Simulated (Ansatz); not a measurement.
A run of Ansatz 0.2.0 is set up as follows.

File input.yaml:

```yaml
crystal:
  lattice: { a: 4.04961, b: 4.04961, c: 4.04961, alpha: 90.0, beta: 90.0, gamma: 90.0 }
  space_group: 225
  setting: { hermann_mauguin: Fm-3m }
  reduce_to_primitive: true
  atoms:
    - { symbol: Al, position: [0.0, 0.0, 0.0] }
kpoints:
  mp_grid: { grid: [11, 11, 11] }
scf:
  occupations: { method: gaussian, width: 0.1 }
hamiltonian:
  xc: revpbe
  dispersion: d4
  pseudopotentials: { kind: all_electron, datasets: crystal }
output:
  forces: true
  stress: true
  eigenvalues: true
  elf: true
  volumetric_format: npy
```

Potentials or basis: all-electron PAW datasets made for the crystal.

Run with:

```bash
$ ansatz run input.yaml --threads 1 --pin off --max-ram 2560MiB --backend cpu --events-out ev --progress --plain --runs-dir out
```

Problem. What does it give for the band gap on the k mesh?

Solution. None (metal or under the smearing width).

Problem. Estimate the pressure.

Solution. -4.6 GPa.

Caveat: pairwise dispersion overbinds metals, which lowers pressure and volume.
